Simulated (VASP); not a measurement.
# SiO2 (P4_2/mnm) in VASP: a series of runs

One crystal, SiO2, is run at these levels: PBE, r2SCAN; tasks: band structure.

Everything below comes from runs of VASP 6.6.1. Logs are shortened: lines on timing, memory, paths and dates and some standing lists are left out, and cuts for length are marked.

## Step 1: Starting point

It takes space group P4_2/mnm (No. 136, tetragonal). The conventional cell has a = 4.232 Å, b = 4.232 Å, c = 2.693 Å, α = 90.00°, β = 90.00°, γ = 90.00°. Si (site symmetry mmm) has 6 O at 1.77 to 1.84 Å as nearest neighbours. Around O (site symmetry m2m) lie 3 Si at 1.77 to 1.84 Å.

## Step 2: Band structure, PBE

Contents of INCAR:

```
PREC = Accurate ; ENCUT = 520
EDIFF = 1E-7 ; ISMEAR = 0
SIGMA = 0.02 ; LREAL = F
LASPH = T ; NELM = 80
ALGO = Normal ; ISIF = 2
LWAVE = F ; LCHARG = F
GGA = PE ; KPAR = 2
```

Contents of KPOINTS:

```
Automatic mesh
0
Gamma
  6 6 9
```

Contents of POSCAR:

```
SiO2                                    
1.0
    4.2315858300      0.0000000000      0.0000000000
    0.0000000000      4.2315858300      0.0000000000
    0.0000000000      0.0000000000      2.6927379288
  Si              O             
     2     4
Direct
     0.5000000000000000    0.5000000000000000    0.5000000000000000
     0.0000000000000000    0.0000000000000000    0.0000000000000000
     0.6932431259608717    0.6932431259608717    0.0000000000000000
     0.8067568740391283    0.1932431259608718    0.5000000000000000
     0.3067568740391283    0.3067568740391283    0.0000000000000000
     0.1932431259608718    0.8067568740391283    0.5000000000000000
```

Contents of KPOINTS_OPT:

```
path GXMGZRAZ,XR,MA
20
line-mode
reciprocal
 0.0000000000  0.0000000000  0.0000000000  G
 0.0000000000  0.5000000000  0.0000000000  X

 0.0000000000  0.5000000000  0.0000000000  X
 0.5000000000  0.5000000000  0.0000000000  M

 0.5000000000  0.5000000000  0.0000000000  M
 0.0000000000  0.0000000000  0.0000000000  G

 0.0000000000  0.0000000000  0.0000000000  G
 0.0000000000  0.0000000000  0.5000000000  Z

 0.0000000000  0.0000000000  0.5000000000  Z
 0.0000000000  0.5000000000  0.5000000000  R

 0.0000000000  0.5000000000  0.5000000000  R
 0.5000000000  0.5000000000  0.5000000000  A

 0.5000000000  0.5000000000  0.5000000000  A
 0.0000000000  0.0000000000  0.5000000000  Z

 0.0000000000  0.5000000000  0.0000000000  X
 0.0000000000  0.5000000000  0.5000000000  R

 0.5000000000  0.5000000000  0.0000000000  M
 0.5000000000  0.5000000000  0.5000000000  A
```

Potentials or basis: VASP PAW PBE potentials, release 64 (Si, O).

The run is started by

```
$ cat potpaw_PBE.64/Si/POTCAR potpaw_PBE.64/O/POTCAR > POTCAR
$ mpirun -np 2 vasp_std > vasp.out
```

OUTCAR:

```text
PREC = Accurate
   ENCUT = 520
   EDIFF = 1E-7
   ISMEAR = 0
   LREAL = F
   LASPH = T
   NELM = 80
   ISIF = 2
   GGA = PE

 ion  position               nearest neighbor table
   1  0.500  0.500  0.500-   3 1.77   5 1.77   3 1.77   5 1.77   4 1.84   6 1.84
   2  0.000  0.000  0.000-   4 1.77   6 1.77   4 1.77   6 1.77   5 1.84   3 1.84
   3  0.693  0.693  0.000-   1 1.77   1 1.77   2 1.84
   4  0.807  0.193  0.500-   2 1.77   2 1.77   1 1.84
   5  0.307  0.307  0.000-   1 1.77   1 1.77   2 1.84
   6  0.193  0.807  0.500-   2 1.77   2 1.77   1 1.84

  LATTYP: Found a simple tetragonal cell.
 ALAT       =     4.2315858300
 C/A-ratio  =     0.6363425054

  Lattice vectors:

 A1 = (   4.2315858300,   0.0000000000,   0.0000000000)
 A2 = (   0.0000000000,   4.2315858300,   0.0000000000)
 A3 = (   0.0000000000,   0.0000000000,   2.6927379288)

Analysis of symmetry for initial positions (statically):
=====================================================================
 Subroutine PRICEL returns:
 Original cell was already a primitive cell.

 Routine SETGRP: Setting up the symmetry group for a
 simple tetragonal supercell.

 Subroutine GETGRP returns: Found 16 space group operations
 (whereof  8 operations were pure point group operations)
 out of a pool of 16 trial point group operations.

The static configuration has the point symmetry D_2h.
 The point group associated with its full space group is D_4h.

Analysis of symmetry for dynamics (positions and initial velocities):
=====================================================================
 Subroutine PRICEL returns:
 Original cell was already a primitive cell.

 Routine SETGRP: Setting up the symmetry group for a
 simple tetragonal supercell.

 Subroutine GETGRP returns: Found 16 space group operations
 (whereof  8 operations were pure point group operations)
 out of a pool of 16 trial point group operations.

The dynamic configuration has the point symmetry D_2h.
 The point group associated with its full space group is D_4h.

 Subroutine INISYM returns: Found 16 space group operations
 (whereof  8 operations are pure point group operations),
 and found     1 'primitive' translations

----------------------------------------------------------------------------------------

                                     Primitive cell

  volume of cell :      48.2170

  direct lattice vectors                    reciprocal lattice vectors
     4.231585830  0.000000000  0.000000000     0.236318024  0.000000000  0.000000000
     0.000000000  4.231585830  0.000000000     0.000000000  0.236318024  0.000000000
     0.000000000  0.000000000  2.692737929     0.000000000  0.000000000  0.371369226

  length of vectors
     4.231585830  4.231585830  2.692737929     0.236318024  0.236318024  0.371369226

  position of ions in fractional coordinates (direct lattice)
     0.500000000  0.500000000  0.500000000
     0.000000000  0.000000000  0.000000000
     0.693243126  0.693243126  0.000000000
     0.806756874  0.193243126  0.500000000
     0.306756874  0.306756874  0.000000000
     0.193243126  0.806756874  0.500000000

  ion indices of the primitive-cell ions
   primitive index   ion index
                 1           1
                 2           2
                 3           3
                 4           4
                 5           5
                 6           6

----------------------------------------------------------------------------------------

 KPOINTS: Automatic mesh

Automatic generation of k-mesh.
 Grid dimensions read from file:
 generate k-points for:    6    6    9

 Generating k-lattice:

  Cartesian coordinates                     Fractional coordinates (reciprocal lattice)
     0.039386337  0.000000000  0.000000000     0.166666667  0.000000000  0.000000000
     0.000000000  0.039386337  0.000000000     0.000000000  0.166666667  0.000000000
     0.000000000  0.000000000  0.041263247     0.000000000  0.000000000  0.111111111

  Length of vectors
     0.039386337  0.039386337  0.041263247

  Shift w.r.t. Gamma in fractional coordinates (k-lattice)
     0.000000000  0.000000000  0.000000000

 Subroutine IBZKPT returns following result:
 ===========================================

 Found     50 irreducible k-points:

 Following reciprocal coordinates:
            Coordinates               Weight
  0.000000  0.000000  0.000000      1.000000
  0.166667  0.000000  0.000000      4.000000
  0.333333  0.000000  0.000000      4.000000
  0.500000  0.000000  0.000000      2.000000
  0.166667  0.166667  0.000000      4.000000
  0.333333  0.166667  0.000000      8.000000
[... 16 lines left out ...]
  0.333333  0.000000  0.222222      8.000000
  0.500000  0.000000  0.222222      4.000000
 [... further k-points ...]
   k-points           NKPTS =     50   k-points in BZ     NKDIM =     50   number of bands    NBANDS=     20
   number of dos      NEDOS =    301   number of ions     NIONS =      6
   total plane-waves  NPLWV =  20480
   dimension x,y,z NGX =    32 NGY =   32 NGZ =   20
   dimension x,y,z NGXF=    64 NGYF=   64 NGZF=   40
   ions per type =               2   4
   NGX,Y,Z   is equivalent  to a cutoff of  12.57, 12.57, 12.35 a.u.
   NGXF,Y,Z  is equivalent  to a cutoff of  25.14, 25.14, 24.70 a.u.
 SYSTEM =  unknown system
   PREC   = accura    normal or accurate (medium, high low for compatibility)
   ISTART =      0    job   : 0-new  1-cont  2-samecut
   ICHARG =      2    charge: 1-file 2-atom 10-const
   ISPIN  =      1    spin polarized calculation?
   LNONCOLLINEAR =      F non collinear calculations
   LSORBIT =      F    spin-orbit coupling
   LASPH  =      T    aspherical Exc in radial PAW
   ENCUT  =  520.0 eV  38.22 Ry    6.18 a.u.   7.87  7.87  5.01*2*pi/ulx,y,z
   NELM   =     80;   NELMIN=  2; NELMDL= -5     # of ELM steps
   EDIFF  = 0.1E-06   stopping-criterion for ELM
   LREAL  =      F    real-space projection
   EDIFFG = 0.1E-05   stopping-criterion for IOM
   NSW    =      0    number of steps for IOM
   IBRION =     -1    ionic relax: 0-MD 1-quasi-New 2-CG
   NFREE  =      0    steps in history (QN), initial steepest desc. (CG)
   ISIF   =      2    stress and relaxation
   ISYM   =      2    0-nonsym 1-usesym 2-fastsym
   POTIM  = 0.5000    time-step for ionic-motion
   TEBEG  =    0.0;   TEEND  =   0.0 temperature during run
   PSTRESS=    0.0 pullay stress
   NELECT =      32.0000    total number of electrons
   NUPDOWN=      -1.0000    fix difference up-down
   EMIN   =  10.00;   EMAX   =-10.00  energy-range for DOS
   EFERMI =   0.00;   METHOD = LEGACY
   ISMEAR =     0;   SIGMA  =   0.02  broadening in eV -4-tet -1-fermi 0-gaus
   EFERMI_NEDOS =   21; number of points for ismear=-14 and -15
   IALGO  =     38    algorithm
   IMIX   =      4    mixing-type and parameters
     AMIX     =   0.40;   BMIX     =  1.00
     AMIX_MAG =   1.60;   BMIX_MAG =  1.00
  volume/ion in A,a.u.               =       8.04        54.23
  Fermi-wavevector in a.u.,A,eV,Ry     =   1.427988  2.698507 27.744333  2.039151
  Thomas-Fermi vector in A             =   2.548099
   LORBIT       =      0    0 simple, 1 ext, 2 COOP (PROOUT), +10 PAW based schemes
   GGA     = PE    functional components
   LHFCALC =     F    Hartree Fock is set to
   AEXX    =    0.0000 exact exchange contribution
   IVDW    =     0    specifies the selected vdW correction
   LEPSILON=     F    determine dielectric tensor
   LRPA    =     F    only Hartree local field effects (RPA)
 non-spin polarized calculation
 Gauss-broadening in eV      SIGMA  =   0.02
  energy-cutoff  :      520.00
  volume of cell :       48.22
 maximum number of plane-waves:      1316
 NGX is ok and might be reduce to    32
   NGX = 15   NGY = 15   NGZ = 11

 number of electron      31.9999991 magnetization

 Free energy of the ion-electron system (eV)
  ---------------------------------------------------
  ext. energy  EPLUGINS =         0.00000000
  ---------------------------------------------------
  free energy    TOTEN  =       -46.31683749 eV

  energy without entropy =      -46.31683749  energy(sigma->0) =      -46.31683749

 E-fermi :   7.8356     XC(G=0): -12.0879

 val. band max:        7.7550624569   @ k =   0.0000   0.0000   0.0000
 cond. band min:      12.7854796211   @ k =   0.0000   0.0000   0.0000
 fundamental gap:      5.0304171642
 Fermi energy:         7.8355604007

 k-point     1 :       0.0000    0.0000    0.0000
  band No.  band energies     occupation
      1     -14.4684      2.00000
      2     -11.0022      2.00000
      3     -11.0022      2.00000
      4     -10.8278      2.00000
      5      -2.8751      2.00000
      6       1.5162      2.00000
[... 12 lines left out ...]
     19      16.0247      0.00000
     20      16.0247      0.00000

 k-point     2 :       0.1667    0.0000    0.0000
  band No.  band energies     occupation
      1     -14.3296      2.00000
      2     -11.6450      2.00000
      3     -10.9338      2.00000
      4     -10.4732      2.00000
      5      -2.6783      2.00000
      6       0.7813      2.00000
[... 12 lines left out ...]
     19      16.0935      0.00000
     20      16.0947      0.00000

 k-point     3 :       0.3333    0.0000    0.0000
  band No.  band energies     occupation
      1     -13.9236      2.00000
      2     -12.4874      2.00000
      3     -10.7511      2.00000
      4     -10.3808      2.00000
      5      -2.1374      2.00000
      6      -0.3252      2.00000
[... 12 lines left out ...]
     19      16.2669      0.00000
     20      16.4592      0.00000

 k-point     4 :       0.5000    0.0000    0.0000
  band No.  band energies     occupation
      1     -13.2866      2.00000
      2     -13.2866      2.00000
      3     -10.5253      2.00000
      4     -10.5253      2.00000
      5      -1.3328      2.00000
      6      -1.3328      2.00000
[... 429 lines left out ...]
 k-point    23 :       0.3333    0.0000    0.2222
  band No.  band energies     occupation
      1     -13.3468      2.00000
      2     -12.0583      2.00000
      3     -10.5378      2.00000
      4     -10.3251      2.00000
      5      -1.7464      2.00000
      6       0.0822      2.00000
[... 12 lines left out ...]
     19      18.0016      0.00000
     20      18.0909      0.00000

 k-point    24 :       0.5000    0.0000    0.2222
  band No.  band energies     occupation
      1     -12.7669      2.00000
      2     -12.7669      2.00000
      3     -10.3971      2.00000
      4     -10.3971      2.00000
      5      -0.8569      2.00000
      6      -0.8569      2.00000
[... 12 lines left out ...]
     19      18.1578      0.00000
     20      18.1578      0.00000

 [... further k-points ...]

------------------------ aborting loop because EDIFF is reached ----------------------------------------

  FORCE on cell =-STRESS in cart. coord.  units (eV):
  Direction    XX          YY          ZZ          XY          YZ          ZX
  --------------------------------------------------------------------------------------
  -------------------------------------------------------------------------------------
  Total        0.0852584      0.0852584      0.1041355     -0.0000000      0.0000000      0.0000000
  in kB        2.8330060      2.8330060      3.4602606     -0.0000000      0.0000000      0.0000000
  external PRESSURE =       3.0420908 kB  Pullay stress =       0.0000000 kB

 VOLUME and BASIS-vectors are now :
 -----------------------------------------------------------------------------
  energy-cutoff  :      520.00
  volume of cell :       48.22
      direct lattice vectors                 reciprocal lattice vectors
     4.231585830  0.000000000  0.000000000     0.236318024  0.000000000  0.000000000
     0.000000000  4.231585830  0.000000000     0.000000000  0.236318024  0.000000000
     0.000000000  0.000000000  2.692737929     0.000000000  0.000000000  0.371369226

 POSITION                                       TOTAL-FORCE (eV/Angst)
 -----------------------------------------------------------------------------------
      2.11579      2.11579      1.34637        -0.000000      0.000000      0.000000
      0.00000      0.00000      0.00000        -0.000000      0.000000      0.000000
      2.93352      2.93352      0.00000        -0.000854     -0.000854      0.000000
      3.41386      0.81772      1.34637         0.000854     -0.000854      0.000000
      1.29807      1.29807      0.00000         0.000854      0.000854     -0.000000
      0.81772      3.41386      1.34637        -0.000854      0.000854      0.000000
 -----------------------------------------------------------------------------------
    total drift:                                0.000000      0.000000     -0.000000

  FREE ENERGIE OF THE ION-ELECTRON SYSTEM (eV)
  ---------------------------------------------------
  free  energy   TOTEN  =       -46.3168374930 eV

  energy  without entropy=      -46.3168374930  energy(sigma->0) =      -46.31683749
```

Wall time 34 s (2 MPI ranks of Intel Xeon Platinum 8375C at 2.90GHz (Ice Lake), shared host); peak memory 0.19 GiB.

Results:

```yaml
Free_energy: -46.3168 eV
Pressure: 0.3 GPa
Band_gap_on_the_k_mesh: 5.03 eV, direct
Band_gap_along_the_path: 5.03 eV, direct
```

Levels at the corners of the path, in eV from the valence-band top:
```csv
point,band 12,band 13,band 14,band 15,band 16,band 17,band 18,band 19,band 20
Γ,-3.03,-2.50,-0.85,-0.85,0.00,5.03,6.59,8.27,8.27
X,-3.71,-2.62,-2.62,-1.04,-1.04,7.30,7.30,8.86,8.86
X,-3.71,-2.62,-2.62,-1.04,-1.04,7.30,7.30,8.86,8.86
M,-3.15,-2.55,-2.55,-2.17,-2.17,7.01,7.01,9.77,9.77
M,-3.15,-2.55,-2.55,-2.17,-2.17,7.01,7.01,9.77,9.77
Γ,-3.03,-2.50,-0.85,-0.85,0.00,5.03,6.59,8.27,8.27
Γ,-3.03,-2.50,-0.85,-0.85,0.00,5.03,6.59,8.27,8.27
Z,-4.48,-2.89,-2.89,-2.57,-2.57,8.64,8.64,12.25,12.33
Z,-4.48,-2.89,-2.89,-2.57,-2.57,8.64,8.64,12.25,12.30
R,-3.81,-2.21,-2.21,-1.67,-1.67,8.43,8.43,9.46,9.46
R,-3.81,-2.21,-2.21,-1.67,-1.67,8.43,8.43,9.46,9.46
A,-4.35,-1.72,-1.72,-1.47,-1.47,6.81,6.81,10.71,10.71
A,-4.35,-1.72,-1.72,-1.47,-1.47,6.81,6.81,10.71,10.71
Z,-4.48,-2.89,-2.89,-2.57,-2.57,8.64,8.64,12.25,12.27
X,-3.71,-2.62,-2.62,-1.04,-1.04,7.30,7.30,8.86,8.86
R,-3.81,-2.21,-2.21,-1.67,-1.67,8.43,8.43,9.46,9.46
M,-3.15,-2.55,-2.55,-2.17,-2.17,7.01,7.01,9.77,9.77
A,-4.35,-1.72,-1.72,-1.47,-1.47,6.81,6.81,10.71,10.71
```

As with any semilocal functional, this PBE gap is likely too small.

[end of part 1 of 2]
